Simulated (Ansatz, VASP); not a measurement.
GaAs in VASP and in Ansatz

File INCAR:

```
SYSTEM = GaAs
PREC = Accurate
ENCUT = 520
EDIFF = 1E-6
ISMEAR = -1
SIGMA = 0.02
LREAL = .False.
LASPH = .True.
NELM = 80
ALGO = Normal
ISIF = 2
LWAVE = .False.
LCHARG = .False.
GGA = PE
NBANDS = 16
```

Contents of KPOINTS:

```
Automatic mesh
0
Gamma
  8 8 8
  0 0 0
```

File POSCAR:

```
GaAs
1.0
    0.0000000000      2.8330850955      2.8330850955
    2.8330850955      0.0000000000      2.8330850955
    2.8330850955      2.8330850955      0.0000000000
Ga As
1 1
Direct
    0.0000000000      0.0000000000      0.0000000000
    0.2500000000      0.2500000000      0.2500000000
```

Input for Ansatz:

```yaml
crystal:
  lattice:
    - [0.0, 2.8330850955, 2.8330850955]
    - [2.8330850955, 0.0, 2.8330850955]
    - [2.8330850955, 2.8330850955, 0.0]
  atoms:
    - { symbol: Ga, position: [0.0, 0.0, 0.0] }
    - { symbol: As, position: [0.25, 0.25, 0.25] }
kpoints:
  mp_grid: { grid: [8, 8, 8] }
  band_path:
    path:
      - [0.0, 0.0, 0.0]
      - [-0.5, -0.5, 0.0]
      - [-0.375, -0.375, 0.25]
      - [-0.375, 0.0, 0.375]
      - [0.0, 0.0, 0.5]
      - [-0.5, -0.25, 0.25]
    npoints: 1
hamiltonian:
  xc: pbe
scf:
  occupations: { method: fermi_dirac, width: 0.02 }
  n_extra_bands: 4
output:
  forces: true
  stress: true
  eigenvalues: true
```

The cell was built by a generator and needn't be a form met in nature.

Alike in both runs: task single point; functional PBE; k mesh 8 × 8 × 8; occupations fermi-dirac, width 0.02 eV; no spin polarisation.

|  | VASP | Ansatz |
| --- | --- | --- |
| version | VASP 6.6.1 | Ansatz 0.2.0 |
| potentials or method | VASP PAW PBE potentials, release 64 (Ga_d, As) | plane waves, PAW |
| plane-wave cutoff (eV) | 520 | 420 |
| valence electrons in the cell | 18 | 28 |

|  | VASP | Ansatz | Ansatz less VASP |
| --- | --- | --- | --- |
| pressure (GPa) | 2.9 | 2.8 | -0.17 |

The functional is the same, so the differences come from potentials, cutoffs and numerics. The two sets of potentials don't hold the same shells in valence.
